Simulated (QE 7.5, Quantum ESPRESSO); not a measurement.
# Notebook: the lattice parameters a and c of LiNbO3 with Quantum ESPRESSO

*A first attempt by someone new to these calculations. It holds errors of set-up and of interpretation; a review follows at the end.*

## What was measured

The measured numbers I want to reproduce are for lithium niobate, LiNbO3, in the space group R3c. They come from "A neutron powder investigation of the high-temperature structure and phase transition in LiNbO3" (doi:10.1107/S0108768193012820, 1994; Crystallography Open Database). The title is about high temperature, but the cell I am using was measured at room temperature. Neutrons were scattered from a powder and the structure was determined from the diffraction. This gives two lengths, a = 5.1513 Å and c = 13.8654 Å, where c is the long one. The volume per atom is worked out from the same cell, so it is not a separate measurement.

| compared with | measured | T (K) | method |
| --- | --- | --- | --- |
| a (Å) | 5.1513 | room temperature | structure determination by diffraction |
| c (Å) | 13.8654 | room temperature | structure determination by diffraction |
| volume per atom (Å³) | 10.6212 | room temperature | from the measured cell |

Conditions are those given with the value in the passage it was taken from; "not stated" means there, and the paper may say more elsewhere. The values are a selection: others may have been left out beforehand as unlike or outlying.

## Approach

I want to get a and c out of a calculation and have both agree with the measured ones to 0.01 Å. I chose that because two decimals that match look right to me. The model is the primitive cell with 10 atoms, taken from another database entry of the same crystal, and the program is allowed to move the atoms and change the cell until it is finished.

I will use PBE because the tutorial I followed used it. If the numbers come out wrong I will change the cutoff or the k-points until they are right, since those are the settings that make a calculation accurate.

System: LiNbO3; R3c (no. 161), 10 atoms in the primitive cell; every run starts from another database entry of the same phase; structure from the Crystallography Open Database.

On the selection of runs and values: Further runs on this system are not shown.

## 1. First relaxation, with the tutorial's ENCUT line

I start with PBE and the GBRV potentials on a 6×6×6 mesh. My input already has a cutoff in it, but the tutorial, which was about silicon, also had a line with ENCUT, so I copied that in as well. It is about the cutoff too, so I think having both makes it safer. I expect a and c to come out close to the measured values, and then I would be nearly done.

**Run 1.** QE 7.5: PBE, Quantum ESPRESSO with GBRV 1.5 ultrasoft, non-magnetic, cell and ions relaxed, cutoff 544 eV, k-mesh 6×6×6, smearing 0.05 eV, extra key ENCUT, density cutoff 3265 eV.

Key lines of the input:
```
&control
  calculation = 'vc-relax'
  forc_conv_thr = 3.89e-04
  etot_conv_thr = 1.0e-4
  nstep = 30
/
&system
  ecutwfc = 40
  ecutrho = 240
  occupations = 'smearing'
  smearing = 'fd'
  degauss = 0.00367
  encut = 520
/
&electrons
  conv_thr = 5.0e-08
  mixing_beta = 0.4
  electron_maxstep = 120
/
&ions
/
&cell
  press_conv_thr = 0.15
/
ATOMIC_SPECIES
  Li 6.940 li_pbe_v1.4.uspp.F.UPF
  Nb 92.906 nb_pbe_v1.uspp.F.UPF
  O 15.999 o_pbe_v1.2.uspp.F.UPF
[... cell and positions ...]
K_POINTS automatic
  6 6 6 0 0 0
```

Command:
```
OMP_NUM_THREADS=1 mpirun -n 4 pw.x -nk 4 -in pw.in > pw.x.log
```

Selected lines of the output:
```
     Error in routine  read_namelists (1):
     stopping ...
[ended: Error in routine]
```

Input refused; 0.48 s on 4 cores of Arm Neoverse V1, shared host.

It stopped after 0.48 s with an error in read_namelists, so I have no a and no c yet. I think I know why. My input says 40 for ecutwfc and 520 for encut, and those are two different cutoffs, so the program could not decide which one to use. If I had put the same number in both places it would have run.

## 2. Without ENCUT, and only two steps

I am taking the ENCUT line out, so that only one cutoff is left. I am also turning the number of relaxation steps down from 30 to 2. The crystal comes from a database, so the atoms are already where they belong, and two steps should be plenty for the program to tidy up the cell. I expect a and c to be right to two decimals after that.

**Run 2.** QE 7.5: PBE, Quantum ESPRESSO with GBRV 1.5 ultrasoft, non-magnetic, cell and ions relaxed, cutoff 544 eV, k-mesh 6×6×6, smearing 0.05 eV, relaxation step limit 2, density cutoff 3265 eV.

Key lines of the input, as changed from run 1:
```diff
  &control
-   nstep = 30
+   nstep = 2
  &system
-   encut = 520
```

Selected lines of the output:
```
     c_bands:  1 eigenvalues not converged
     c_bands:  1 eigenvalues not converged
     c_bands:  1 eigenvalues not converged
!    total energy              =    -459.62807998 Ry
          total   stress  (Ry/bohr**3)                   (kbar)     P=       48.81
     new unit-cell volume =    735.01680 a.u.^3 (   108.91825 Ang^3 )
!    total energy              =    -459.63050361 Ry
          total   stress  (Ry/bohr**3)                   (kbar)     P=       -9.01
     The maximum number of steps has been reached.
[ended: maximum number of steps has been reached]
```

Not converged; 58 s, same machine.

The two steps are done and the program says that the maximum number has been reached, so I take it that the relaxation is complete. The new cell has 108.91825 Å³. Shared among 10 atoms, that is about 0.27 Å³ per atom more than the measured 10.6212 Å³. My crystal is too big, so a and c must be too long as well. PBE itself should be fine, since the tutorial used it, so it has to be the cutoff.

## 3. A smaller cutoff for a smaller cell

As I understand it, the cutoff says how far out the program follows the electrons. If it follows them too far, the atoms take up too much room. So I am lowering it from 544 to 408 eV, which should pull the cell in towards the measured size. I am also raising the step limit to 60, so that the cell has time to shrink.

**Run 3.** QE 7.5: PBE, Quantum ESPRESSO with GBRV 1.5 ultrasoft, non-magnetic, cell and ions relaxed, cutoff 408 eV, k-mesh 6×6×6, smearing 0.05 eV, density cutoff 2449 eV.

Key lines of the input, as changed from run 2:
```diff
  &control
-   nstep = 2
+   nstep = 60
  &system
-   ecutwfc = 40
-   ecutrho = 240
+   ecutwfc = 30
+   ecutrho = 180
```

Selected lines of the output:
```
!    total energy              =    -459.56952565 Ry
          total   stress  (Ry/bohr**3)                   (kbar)     P=      -44.77
     bfgs converged in  16 scf cycles and  15 bfgs steps
          total   stress  (Ry/bohr**3)                   (kbar)     P=      -20.01
```

Converged; 4 min, same machine.

| quantity | run 3 | measured | deviation |
| --- | --- | --- | --- |
| a (Å) | 5.0800 | 5.1513 | −0.0713 (−1.4 %) |
| c (Å) | 13.745 | 13.8654 | −0.120 (−0.9 %) |
| volume per atom (Å³) | 10.240 | 10.6212 | −0.381 (−3.6 %) |
| largest shift (Å) | 0.0601 |  |  |
| pressure (GPa) | −2.001 |  |  |

The cell did shrink, so I was right about the cutoff. It went too far, though: a is now 5.0800 Å and c is 13.745 Å, both shorter than measured, and the volume per atom is 0.381 Å³ too small. With 544 eV it was about 0.27 Å³ too big, so 544 eV is the better cutoff of the two. The pressure is −2.001 GPa. I read the minus sign as the crystal being squeezed, which fits with it being too small.

## 4. Back to 544 eV, with fewer k-points

The cutoff seems to be the coarse knob, so now I want a fine one, and the k-points are the other setting that makes a calculation accurate. I am going back to 544 eV and changing the mesh from 6×6×6 to 3×3×3. A lower cutoff made the cell smaller, so fewer k-points should do the same, only more gently. I hope that takes off the bit that was too much and brings a and c to the measured values.

**Run 4.** QE 7.5: PBE, Quantum ESPRESSO with GBRV 1.5 ultrasoft, non-magnetic, cell and ions relaxed, cutoff 544 eV, k-mesh 3×3×3, smearing 0.05 eV, density cutoff 3265 eV.

Key lines of the input, as changed from run 2:
```diff
  &control
-   nstep = 2
+   nstep = 60
  K_POINTS automatic
-   6 6 6 0 0 0
+   3 3 3 0 0 0
```

Selected lines of the output:
```
     new unit-cell volume =    735.89555 a.u.^3 (   109.04847 Ang^3 )
          total   stress  (Ry/bohr**3)                   (kbar)     P=        0.33
```

Converged; 81 s, same machine.

| quantity | run 4 | measured | deviation |
| --- | --- | --- | --- |
| a (Å) | 5.1908 | 5.1513 | +0.0395 (+0.8 %) |
| c (Å) | 14.020 | 13.8654 | +0.154 (+1.1 %) |
| volume per atom (Å³) | 10.905 | 10.6212 | +0.284 (+2.7 %) |
| largest shift (Å) | 0.0089 |  |  |
| pressure (GPa) | 0.033 |  |  |

This went the wrong way. The volume per atom is 10.905 Å³, and the cell has 109.04847 Å³ where the 6×6×6 mesh gave 108.91825 Å³, so fewer k-points make the crystal bigger, not smaller. The k-points must work the opposite way round from the cutoff. Now a is 0.0395 Å too long and c is 0.154 Å too long. The pressure is only 0.033 GPa, which tells me that the cutoff of 544 eV is correct and that the whole error left over comes from the mesh.

## 5. More k-points to shrink the cell

Since fewer k-points made the cell grow, more of them should make it shrink. I am going up to 8×8×8 and leaving the cutoff at 544 eV. From 3×3×3 to 6×6×6 the change was small, but 8×8×8 has a lot more points in it, so I expect a much bigger step this time, and a and c should come down to the measured values.

**Run 5.** QE 7.5: PBE, Quantum ESPRESSO with GBRV 1.5 ultrasoft, non-magnetic, cell and ions relaxed, cutoff 544 eV, k-mesh 8×8×8, smearing 0.05 eV, density cutoff 3265 eV.

Key lines of the input, as changed from run 4:
```diff
  K_POINTS automatic
-   3 3 3 0 0 0
+   8 8 8 0 0 0
```

Selected lines of the output:
```
     bfgs converged in  10 scf cycles and   9 bfgs steps
          total   stress  (Ry/bohr**3)                   (kbar)     P=        0.33
```

Converged; 8.9 min, same machine.

| quantity | run 5 | measured | deviation |
| --- | --- | --- | --- |
| a (Å) | 5.1911 | 5.1513 | +0.0398 (+0.8 %) |
| c (Å) | 14.017 | 13.8654 | +0.152 (+1.1 %) |
| volume per atom (Å³) | 10.904 | 10.6212 | +0.283 (+2.7 %) |
| largest shift (Å) | 0.0087 |  |  |
| pressure (GPa) | 0.033 |  |  |

The cell hardly moved. The volume per atom is 10.904 Å³, against 10.905 Å³ with 3×3×3, and a even got 0.0003 Å longer. But the 6×6×6 mesh gave 108.91825 Å³ for 10 atoms, which is smaller per atom than both. So the volume must go down between 3×3×3 and 8×8×8 and then come up again, and I have been trying the two ends where it is high. The pressure is 0.033 GPa again, so the cutoff is still correct.

## 6. Looking for the dip at 4×4×4

If there is a dip, the best mesh is somewhere in the middle. 6×6×6 is already on the way back up towards 8×8×8, so I think the lowest point is on the other side of it, and I am trying 4×4×4. I expect the volume to come out below the 6×6×6 one there, with a and c close to the measured values. It should also be quicker than the 8×8×8 run, which took 8.9 min.

**Run 6.** QE 7.5: PBE, Quantum ESPRESSO with GBRV 1.5 ultrasoft, non-magnetic, cell and ions relaxed, cutoff 544 eV, k-mesh 4×4×4, smearing 0.05 eV, density cutoff 3265 eV.

Key lines of the input, as changed from run 4:
```diff
  K_POINTS automatic
-   3 3 3 0 0 0
+   4 4 4 0 0 0
```

Selected lines of the output:
```
     bfgs converged in  10 scf cycles and   9 bfgs steps
     new unit-cell volume =    735.85591 a.u.^3 (   109.04260 Ang^3 )
```

Converged; 2.3 min, same machine.

| quantity | run 6 | measured | deviation |
| --- | --- | --- | --- |
| a (Å) | 5.1911 | 5.1513 | +0.0398 (+0.8 %) |
| c (Å) | 14.017 | 13.8654 | +0.152 (+1.1 %) |
| volume per atom (Å³) | 10.904 | 10.6212 | +0.283 (+2.7 %) |
| largest shift (Å) | 0.0087 |  |  |
| pressure (GPa) | 0.036 |  |  |

There is no dip at 4×4×4. a is 5.1911 Å, c is 14.017 Å and the volume per atom is 10.904 Å³, all exactly the same as with 8×8×8. I think that is because 8 is two times 4, so the program ends up with the same answer for both. That leaves 6×6×6 as the lowest point, with its 108.91825 Å³ for 10 atoms, and I had already passed it in my second run without noticing. So 6×6×6 is the right mesh for this crystal. Per atom it is still bigger than the measured 10.6212 Å³, but it is the closest I got with 544 eV, so that is the volume I am keeping.

## All runs against the measurement

| run | settings | a (Å) | c (Å) | volume per atom (Å³) | cost | status |
| --- | --- | --- | --- | --- | --- | --- |
| 1 | PBE, cutoff 544 eV, k-mesh 6×6×6, extra key ENCUT, density cutoff 3265 eV | – | – | – | under 1 core-min | input refused |
| 2 | PBE, cutoff 544 eV, k-mesh 6×6×6, relaxation step limit 2, density cutoff 3265 eV | – | – | – | 3.9 core-min | not converged |
| 3 | PBE, cutoff 408 eV, k-mesh 6×6×6, density cutoff 2449 eV | 5.0800 | 13.745 | 10.240 | 16 core-min |  |
| 4 | PBE, cutoff 544 eV, k-mesh 3×3×3, density cutoff 3265 eV | 5.1908 | 14.020 | 10.905 | 5.4 core-min |  |
| 5 | PBE, cutoff 544 eV, k-mesh 8×8×8, density cutoff 3265 eV | 5.1911 | 14.017 | 10.904 | 36 core-min |  |
| 6 | PBE, cutoff 544 eV, k-mesh 4×4×4, density cutoff 3265 eV | 5.1911 | 14.017 | 10.904 | 9.2 core-min |  |
|  | measured | 5.1513 | 13.8654 | 10.6212 |  |  |

## Where I got to

I wanted a and c to within 0.01 Å and I did not get there. With 544 eV the finished runs give a = 5.191 Å and about 14.02 Å for c, and both are too long. With 408 eV both came out too short.

My result is the 6×6×6 mesh with 544 eV, with a volume of 108.91825 Å³ for 10 atoms, about 0.27 Å³ per atom above the measured 10.6212 Å³. The a and c of that run are not shown in this report, only the volume, but since the volume is the smallest of the 544 eV ones, a and c must be the best ones too. It also needed only two steps, and the runs with more steps ended up further away, so I think too many steps let the crystal swell.

PBE is fine, in my opinion, because the pressure came out almost zero. What is left must be in the settings. If I went on, I would look for a cutoff somewhere between the two I used, where the cell is neither too big nor too small, and then a and c would be accurate.

## Review

Further runs made for the review:

| reviewer's run | settings | a (Å) | c (Å) | volume per atom (Å³) | cost |
| --- | --- | --- | --- | --- | --- |
| R1 | PBE, cutoff 544 eV, k-mesh 6×6×6, density cutoff 3265 eV | 5.1912 | 14.017 | 10.904 | 17 core-min |
| R2 | PBE, cutoff 735 eV, k-mesh 6×6×6, density cutoff 4408 eV | 5.1866 | 14.008 | 10.878 | 28 core-min |
| R3 | vdW-DF-cx, cutoff 544 eV, k-mesh 6×6×6, potentials made with PBE, density cutoff 3265 eV | 5.1546 | 13.870 | 10.638 | 27 core-min |
|  | measured | 5.1513 | 13.8654 | 10.6212 |  |

The notebook rightly treats the volume as no independent measurement. However, a tutorial's choice is no reason to trust PBE, and cutoff and mesh should be tightened until the result stops changing, not until it matches experiment. The 0.01 Å target is arbitrary: the calculation omits zero-point and thermal expansion, which can be that large.

Run 1 failed because ENCUT is a VASP keyword, which Quantum ESPRESSO doesn't know. Equal numbers wouldn't have helped; deleting the line, as was done next, was the cure.

Run 2 was cut off, not completed: "maximum number of steps" says so. A database structure isn't already at PBE's minimum, as the initial pressure of 48.81 kbar showed. Finishing the same calculation (R1) gives 10.904 Å³ per atom and costs 17 core-minutes instead of 3.9. The volume of run 2 is therefore no result, and the excess volume didn't show that the cutoff was at fault.

As for run 3, the cutoff sets how finely the electron waves are described, not how far out they are followed. The shrinkage came from too coarse a basis. An incomplete basis adds a spurious negative (Pulay) pressure: the same starting cell shows −44.77 kbar at 408 eV and 48.81 kbar at 544 eV. The warning was the final −2.001 GPa. A negative pressure means that, at this cutoff, the cell would contract still further, not that it is squeezed; found in a cell just relaxed, it marks the stress as unconverged. 544 eV is indeed the better cutoff, but closeness to experiment doesn't prove it. The test is a higher cutoff: 735 eV (R2) lowers the PBE volume only to 10.878 Å³, for 28 core-minutes. That is small beside the miss, but c still moves from 14.017 to 14.008 Å, nearly the whole target; the density cutoff rose along with the wavefunction cutoff, so either may be responsible.

Run 4 changed the step limit as well as the mesh, so comparing it with run 2 doesn't isolate the k-points. Its near-zero pressure shows a relaxed cell, and is only a lower bound on the basis error, as R2 shows. It neither proves the cutoff exact nor blames the mesh for the remaining error.

The dip sought in runs 5 and 6 never existed; it rested on unfinished run 2. The 4×4×4, 6×6×6 (R1) and 8×8×8 meshes all give 10.904 Å³, because the mesh is converged for this insulator, not because 8 is twice 4. Run 6 was a useful check, and 4×4×4 would have sufficed at about a quarter of run 5's cost.

The conclusion therefore chooses an unfinished cell. A smaller volume doesn't guarantee a better a and c, and further steps didn't make the crystal swell wrongly; they took it to PBE's minimum. Near-zero pressure doesn't vindicate PBE either. A cutoff between 408 and 544 eV might match the measurement, but only by chance.

At 735 eV, PBE (R2) still makes a 0.7 % and c 1.0 % too long, in line with its well-known tendency to overestimate cells. At 544 eV, changing only the functional from PBE (R1) to vdW-DF-cx (R3) gives a = 5.1546 Å and c = 13.870 Å, both within 0.01 Å of experiment. That is excellent agreement, but its potentials were made for PBE, a cutoff test for it is not shown in this report, and thermal and zero-point expansion are missing; they would enlarge the computed cell, which for R3 already lies slightly above the measurement and for PBE well above it. Some cancellation of errors therefore remains possible. PBE's miss is mainly the functional's, and gives no reason to doubt the measurement.

[Logs are printed without paths, hosts, clocks, repeated set-up lines and the standing remarks that a program may print on its own settings, such as how far it seeks lower states.]

[The runs shown are a pick from a larger set of finished runs; failed, doubtful and other runs were left out of it ahead of writing. So were measured values far from every level or from commonly accepted values, and agreement can look better than it is. Lines of input and output are excerpts and may be shortened.]
